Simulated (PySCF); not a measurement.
# How well do the runs reproduce experiment for C5H5N?

**What was measured.**

From NIST CCCBDB Release 22 (SRD 101), experimental dipoles, for the gas: dipole moment (microwave Stark effect) 2.19 D.

How close the calculation comes is told at the end.

Species: C5H5N.
SMILES with atom numbers: `[cH:1]1[cH:2][cH:3][n:4][cH:5][cH:6]1` (hydrogens: H7 on C1; H8 on C2; H9 on C3; H10 on C5; H11 on C6)

Structure used (PBE0-D3(BJ)/def2-SVP), in Å, numbered top down from 1:
```
atom  x, y, z in Å
C1     0.0799    1.1511   -0.0215
C2     1.2310    0.3676    0.0055
C3     1.0870   -1.0201    0.0303
N4    -0.0919   -1.6369    0.0297
C5    -1.1862   -0.8806    0.0037
C6    -1.1588    0.5143   -0.0225
H7     0.1471    2.2419   -0.0413
H8     2.2252    0.8198    0.0073
H9     1.9744   -1.6639    0.0517
H10   -2.1458   -1.4112    0.0035
H11   -2.0900    1.0846   -0.0430
```

The PySCF runs (gas phase, on this PBE0-D3(BJ)/def2-SVP geometry; no spin–orbit coupling):

```json
{"level": "PBE0-D3(BJ)/def2-SVP, grid level 1", "job": "geometry optimisation from a GFN2-xTB start", "basis functions": "109", "wall time": "6.8 s"}
```

Hardware: one thread, Intel Xeon 6975P-C (x86_64) (shared host).

## Comparison

**Dipole moment.** Measured: 2.19 D (NIST CCCBDB Release 22 (SRD 101), experimental dipoles).

```csv
level,computed (D),computed − measured (D),% (from the printed values)
PBE0-D3(BJ)/def2-SVP,2.17,-0.02,-1
```

The computed dipoles belong to one fixed geometry; measured ones are averaged over vibrations unless marked μe. Magnitudes are compared, not signs.

The geometry is computed, not the measured one. Where a level misses, the cause wasn't examined.
